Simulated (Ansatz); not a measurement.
Quadrupolar parameters in SiO2

The cell is a Materials Project structure (computed, not necessarily an observed phase).

Space group Fddd:1 (No. 70); a = 4.7192, b = 9.4325, c = 14.7256 Å.

```
site  Wyckoff  site symmetry       x       y       z
  Si      16g            ..2  0.7500  0.7500  0.5632
  O5      16d             -1  0.3750  0.6250  0.3750
  O9      16f            .2.  0.5000  0.1866  0.5000
```

One atom of each set is listed; the run and its k-mesh use a cell of 12 atoms with edges of 8.74, 7.73, 5.27 Å.

Level of theory: DFT, PBE, plane waves and PAW, scalar-relativistic, 420 eV cutoff, Γ-centred 5×5×5 k-points, Fermi–Dirac smearing 0.02 eV (Ansatz 0.2.0).

Conventions: |V_zz| ≥ |V_yy| ≥ |V_xx|, η = (V_xx − V_yy)/V_zz, C_Q = eQV_zz/h. ν_Q = 3|C_Q|/[2I(2I − 1)].

¹⁷O: I = 5/2, Q = -25.58 mb. Quadrupole moments are those of Pyykkö's year-2017 table.

```csv
site,atoms,first shell,C_Q (MHz),η,ν_Q (MHz)
O5,4,"2 Si at 1.60 Å, angle 180°",-6.33,0.05,0.950
O9,4,"2 Si at 1.62 Å, angle 137°",-5.48,0.29,0.821
```

At O5 V_zz points along the line of its two bonds (within 1°). At O9 V_zz runs parallel to the line that joins its two neighbours (within 1°).

Si has no stable isotope with a ground-state quadrupole moment in the table, so these sites are left out.

At this cell the principal stresses reach 5 GPa in size with PBE, which can matter for small gradients. The largest force is 0.4 eV/Å, so the atoms aren't at the calculated equilibrium and relaxing them would move these values.

The run took 8.8 s of wall time (8.8 s of CPU time) and 0.54 GiB at its peak, on 1 thread of Intel Xeon 6975P-C (Granite Rapids) (x86_64; 16 cores open to the job, memory cap 2.5 GiB, no GPU), a shared host with a load of 0.5 a core.
